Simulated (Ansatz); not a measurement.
# TiTe2 (P-3m1) in Ansatz: reference runs

How does TiTe2 come out in PBEsol? The cell is run as given and disturbed.

All numbers are computed with Ansatz 0.2.0; they aren't measurements. Logs are shortened: lines on timing, memory, paths and dates and some standing lists are left out, and cuts for length are marked.

## Step 1: Starting point

The structure is trigonal, space group P-3m1 (No. 164). Conventional cell: a = 3.777 Å, b = 3.777 Å, c = 6.498 Å, α = 90.00°, β = 90.00°, γ = 120.00°. Te (site symmetry 3m) is surrounded by 3 Ti at 2.77 Å. Ti (site symmetry -3m) has 6 Te at 2.77 Å as nearest neighbours.

## Step 2: Single point, PBEsol

File input.yaml:

```yaml
crystal:
  lattice:
    - [3.777, 0.0, 0.0]
    - [-1.8885, 3.2709779501, 0.0]
    - [0.0, 0.0, 6.498]
  atoms:
    - { symbol: Te, position: [0.3333333333, 0.6666666667, 0.7372] }
    - { symbol: Te, position: [0.6666666667, 0.3333333333, 0.2628] }
    - { symbol: Ti, position: [0.0, 0.0, 0.0] }
hamiltonian:
  xc: pbesol
  pseudopotentials: { kind: paw }
kpoints:
  mp_grid: { grid: [8, 8, 4] }
scf:
  occupations: { method: fermi_dirac, width: 0.05 }
output:
  forces: true
  stress: true
  eigenvalues: true
```

Potentials or basis: Ansatz PAW.

The run is started by

```console
$ ansatz run input.yaml --threads 2 --pin off --max-ram 5632MiB --backend cpu --events-out ev --progress --plain --runs-dir out
```

Standard output:

```text
Warning: RAYON_NUM_THREADS=2 ignored (pool sized by the plan → 2); use --threads N
Engine: ansatz 0.2.0, aarch64-unknown-linux-gnu
Pseudopotentials: kind: paw
Pseudopotential: Te, paw, valence charge 16, recommended cutoff 420 eV (normal), Te.paw.azcp
Pseudopotential: Ti, paw, valence charge 12, recommended cutoff 420 eV (normal), Ti.paw.azcp
Functional definition: PBEsol
  exchange = pbesol_x
  correlation = pbesol_c
Crystal: 3 atoms, lattice volume = 80.279 Å³
Basis set: ecut = 420 eV, 1581 PW (Γ), exchange–correlation on 54×54×90 points (8 copies of the dense FFT grid, shifted against one another)
Bands: 27, of which v1, the nominal top of the filled ones, is band 22 counted from 1 (21 counted from 0)
Symmetry: 12 space group operations
Space group: P-3m1 (ITA 164), of the structure as read, at distance tolerance 4.3e-5 Å
k-points: 35 of 256
Non-local potential: Te, projectors of the file, l = 0: 2, l = 1: 2, l = 2: 2, l = 3: 2
Non-local potential: Ti, projectors of the file, l = 0: 3, l = 1: 2, l = 2: 3, l = 3: 1
PAW form: soft (Blöchl's): semilocal exchange-correlation on the pseudo side does not see the compensation charge
PAW frozen core: Te, regenerated for the run's functional, and the local potential with it (the file was generated under x = pbe(κ = 0.804, μ = 0.2195149727645171), c = pbe(β = 0.06672455060314922))
PAW frozen core: Ti, regenerated for the run's functional, and the local potential with it (the file was generated under x = pbe(κ = 0.804, μ = 0.2195149727645171), c = pbe(β = 0.06672455060314922))
PAW one-centre angular grid: Te, 590 points (default); XC on 64 Gauss nodes
PAW one-centre angular grid: Ti, 590 points (default); XC on 64 Gauss nodes
Initial density: superposition of atomic densities (neutral atoms: chi_scale 0, normalization atom), corrected by the library's trained network
Initial wavefunctions: pseudopotential atomic-orbital guess
Functional: x = pbesol(κ = 0.804, μ = 0.12345679012345678), c = pbesol(β = 0.046)
SCF iter   1: F=—  HF=-16279.072009 eV  |F-HF|=—  |Δ(HF+E_count)|=         —  Δρ=6.99e-3  dr2=5.98e-2  ethr=1.77e-3  ⟨swp⟩=6.0  Hψ=4231  notcnv=0
preconditioner: auto → LDOS  [metal: Δε(μ)=0.053 eV  Ē_g=6.350 eV  σ=0.050 eV  W_gap=0.26  n_scr=22 (ndim 8)  ℏωp=16.6 eV  f_vac=0.014  D(μ)=1.34/eV (n_scr^D=2)  β→1.0]
SCF iter   2: F=—  HF=-16279.071326 eV  |F-HF|=—  |Δ(HF+E_count)|=   6.83e-4  Δρ=7.34e-3  dr2=7.88e-2  ethr=1.36e-4  ⟨swp⟩=2.9  Hψ=1843  notcnv=0
SCF iter   3: F=—  HF=-16279.063449 eV  |F-HF|=—  |Δ(HF+E_count)|=   7.88e-3  Δρ=8.49e-4  dr2=1.50e-3  ethr=1.36e-4  ⟨swp⟩=2.1  Hψ=1145  notcnv=0
SCF iter   4: F=—  HF=-16279.063331 eV  |F-HF|=—  |Δ(HF+E_count)|=   1.18e-4  Δρ=1.87e-4  dr2=3.30e-5  ethr=3.40e-6  ⟨swp⟩=2.0  Hψ=1120  notcnv=0
SCF iter   5: F=—  HF=-16279.063299 eV  |F-HF|=—  |Δ(HF+E_count)|=   3.19e-5  Δρ=5.06e-5  dr2=4.76e-6  ethr=7.49e-8  ⟨swp⟩=2.0  Hψ=1682  notcnv=0
SCF iter   6: F=-16279.063298 eV  HF=-16279.063298 eV  |F-HF|=5.01e-8  |Δ(HF+E_count)|=   8.95e-7  Δρ=1.29e-5  dr2=6.37e-8  ethr=2.27e-10  ⟨swp⟩=5.3  Hψ=4781  notcnv=0
SCF 1 converged in 6 iterations: F = -16279.063298 eV  dr2 = 6.37e-8
SCF converged after 6 iterations
Free energy (F): -16279.063298 eV
Harris-Foulkes:  -16279.063298 eV  (|F-HF|=5.01e-8)
Internal energy: -16279.051582 eV  (E = F + TS)
E sigma→0 (E₀):  -16279.057440 eV
Entropy (-TS):   -0.011716 eV (-3.905 meV/atom)
Fermi energy:    10.109814 eV
--- Per-component energies (eV) ---
  E_band       = -672.103641
  E_kinetic    = 633.359564
  E_local      = -3439.004573  (includes V_loc(G=0)·N_el)
  E_nonlocal   = -605.906283
  E_hartree    = 2000.670200
  E_xc         = -343.886763
  E_vxc        = -330.468421  (∫ρ·V_xc dr)
  E_paw        = -10192.230819  (= ΣΔE_a)
  E_vpaw       = -931.408768  (= ΣTr[D̂ρ^β])
  E_aug_tail   = -0.000232  (compensation charges beyond the density's cutoff)
  E_ewald      = -4332.941691
  E_core_change = 0.889015  (= ΣΔE_core)
  E_smearing   = -0.011716  (= −TS)
  E_closure    = -0.000000  (closes the sum)
  Σ components = -16279.063298   (vs F -16279.063298, Δ=0.00e0)
--- Forces (eV/Å), atoms counted from 1 ---
  atom   1  Te     0.00000000    -0.00000000     0.12778242
  atom   2  Te    -0.00000000     0.00000000    -0.12778242
  atom   3  Ti     0.00000000    -0.00000000     0.00000000
  max |Σ_I F_I| component: 2.31e-18 eV/Å
--- Stress (GPa, compression-positive) ---
       -2.477964       0.000000      -0.000000
       -0.000000      -2.477964      -0.000000
       -0.000000       0.000000      -1.888325
  P = ⅓ Tr σ = -2.2814 GPa (-22.814 kbar)
--- Band table (eV; the first three rows and the last of 35) ---
  k-point 0: bands = ["-47.0969", "-26.3144", "-26.3144", "-26.3104", "-26.3104", "-26.2924", "-26.2924", "-26.2906", "-26.2906", "-26.2844", "-26.2824", "-23.4471", "-23.4471", "-23.4236", "-2.2971", "-0.7889", "4.8839", "8.4622", "8.4622", "10.4561", "10.5220", "10.5220", "10.7142", "11.2097", "11.2097", "13.2058", "13.2058"]
  k-point 1: bands = ["-47.0969", "-26.3157", "-26.3157", "-26.3094", "-26.3094", "-26.2920", "-26.2920", "-26.2908", "-26.2908", "-26.2841", "-26.2826", "-23.4471", "-23.4471", "-23.4237", "-2.1357", "-1.0842", "5.5251", "8.4973", "8.4973", "9.1004", "10.5160", "10.5160", "11.0422", "11.0422", "11.0648", "13.4282", "13.4282"]
  k-point 2: bands = ["-47.0969", "-26.3166", "-26.3166", "-26.3087", "-26.3087", "-26.2913", "-26.2913", "-26.2913", "-26.2913", "-26.2834", "-26.2833", "-23.4471", "-23.4471", "-23.4237", "-1.7807", "-1.5600", "6.8166", "7.4681", "8.5346", "8.5346", "10.5109", "10.5109", "10.8918", "10.8918", "11.1343", "13.6400", "13.6400"]
  k-point 34: bands = ["-47.0939", "-26.3162", "-26.3092", "-26.3078", "-26.3051", "-26.2941", "-26.2935", "-26.2915", "-26.2904", "-26.2777", "-26.2775", "-23.4860", "-23.4720", "-23.4024", "-0.3257", "-0.2295", "5.7358", "5.9487", "6.8968", "7.1292", "8.3360", "8.5889", "10.8131", "11.2192", "11.2840", "12.7716", "13.4383"]
```

Run time: 1.9 s. Hardware: 2 threads of Arm Neoverse V2, shared host; peak memory 0.39 GiB.

What came out:

```
Free energy            : -16279.0633 eV
Pressure               : -2.3 GPa
Largest force          : 0.128 eV/Å
Band gap on the k mesh : none (metal or under the smearing width)
```

Forces on the atoms (eV/Å):
```
Te   0.000  0.000  0.128
Te   0.000  0.000 -0.128
Ti   0.000  0.000  0.000
```

Caveat: this functional lacks dispersion, which binds the layers, so the pressure and a relaxed spacing across them are unreliable; the PAW data sets come from PBE, with cores solved anew for the run's functional, which leaves a small shift of forces and pressure. The run has no spin-orbit coupling, so splittings on Te are missing.

## Step 3: Single point, PBEsol (atoms moved at random, drawn with an rms of 0.05 Å)

File input.yaml:

```yaml
crystal:
  lattice:
    - [3.777, 0.0, 0.0]
    - [-1.8885, 3.2709779501, 0.0]
    - [0.0, 0.0, 6.498]
  atoms:
    - { symbol: Te, position: [0.338833, 0.660744, 0.741906] }
    - { symbol: Te, position: [0.667394, 0.338002, 0.267244] }
    - { symbol: Ti, position: [-0.001254, -0.000186, 0.0024] }
hamiltonian:
  xc: pbesol
  pseudopotentials: { kind: paw }
kpoints:
  mp_grid: { grid: [8, 8, 4] }
scf:
  occupations: { method: fermi_dirac, width: 0.05 }
output:
  forces: true
  stress: true
  eigenvalues: true
```

Potentials or basis: Ansatz PAW.

The run is started by

```console
$ ansatz run input.yaml --threads 2 --pin off --max-ram 5632MiB --backend cpu --events-out ev --progress --plain --runs-dir out
```

Standard output:

```text
Warning: RAYON_NUM_THREADS=2 ignored (pool sized by the plan → 2); use --threads N
Engine: ansatz 0.2.0, aarch64-unknown-linux-gnu
Pseudopotentials: kind: paw
Pseudopotential: Te, paw, valence charge 16, recommended cutoff 420 eV (normal), Te.paw.azcp
Pseudopotential: Ti, paw, valence charge 12, recommended cutoff 420 eV (normal), Ti.paw.azcp
Functional definition: PBEsol
  exchange = pbesol_x
  correlation = pbesol_c
Crystal: 3 atoms, lattice volume = 80.279 Å³
[... 48 lines left out ...]
  atom   1  Te    -0.12478838     0.07936984     0.03666407
  atom   2  Te     0.04171648    -0.07054081    -0.19382232
  atom   3  Ti     0.08306245    -0.00882752     0.15715368
  max |Σ_I F_I| component: 9.44e-6 eV/Å
--- Stress (GPa, compression-positive) ---
       -2.576572       0.166304       0.485256
        0.166304      -2.287911      -0.440902
        0.485256      -0.440902      -1.807745
  P = ⅓ Tr σ = -2.2241 GPa (-22.241 kbar)
--- Band table (eV; the first three rows and the last of 132) ---
  k-point 0: bands = ["-47.0958", "-26.3223", "-26.3187", "-26.3060", "-26.3044", "-26.3001", "-26.2984", "-26.2904", "-26.2851", "-26.2840", "-26.2760", "-23.4467", "-23.4460", "-23.4229", "-2.2985", "-0.7895", "4.8836", "8.4483", "8.4694", "10.4475", "10.5081", "10.5310", "10.7208", "11.1791", "11.2453", "13.1601", "13.2568"]
  k-point 1: bands = ["-47.0958", "-26.3227", "-26.3192", "-26.3059", "-26.3047", "-26.2995", "-26.2982", "-26.2904", "-26.2850", "-26.2839", "-26.2760", "-23.4467", "-23.4460", "-23.4230", "-2.1372", "-1.0845", "5.5246", "8.4797", "8.5070", "9.1009", "10.5014", "10.5223", "11.0289", "11.0451", "11.0839", "13.3965", "13.4629"]
  k-point 2: bands = ["-47.0958", "-26.3231", "-26.3196", "-26.3058", "-26.3048", "-26.2990", "-26.2979", "-26.2904", "-26.2849", "-26.2839", "-26.2760", "-23.4467", "-23.4460", "-23.4230", "-1.7848", "-1.5578", "6.8137", "7.4698", "8.5132", "8.5493", "10.4954", "10.5156", "10.8953", "10.8977", "11.1377", "13.6175", "13.6627"]
  k-point 131: bands = ["-47.0931", "-26.3245", "-26.3122", "-26.3064", "-26.3002", "-26.2993", "-26.2975", "-26.2892", "-26.2842", "-26.2835", "-26.2709", "-23.4949", "-23.4551", "-23.4039", "-0.5523", "-0.2883", "5.0936", "5.5484", "7.7562", "8.0852", "9.1807", "9.5252", "9.8580", "11.2778", "11.5838", "12.7753", "13.6458"]
```

Run time: 9.8 s. Hardware: 2 threads of Arm Neoverse V2, shared host; peak memory 0.48 GiB.

Results:

| Item | Value |
| --- | --- |
| Free energy | -16279.0588 eV |
| Pressure | -2.2 GPa |
| Largest force | 0.210 eV/Å |
| Band gap on the k mesh | none (metal or under the smearing width) |

Forces on the atoms (eV/Å):
```
Te  -0.125  0.079  0.037
Te   0.042 -0.071 -0.194
Ti   0.083 -0.009  0.157
```

Stress tensor (GPa, compression positive):
```
-2.58  0.17  0.49
 0.17 -2.29 -0.44
 0.49 -0.44 -1.81
```

Caveat: the PAW data sets come from PBE, with cores solved anew for the run's functional, which leaves a small shift of forces and pressure. The run has no spin-orbit coupling, so splittings on Te are missing.
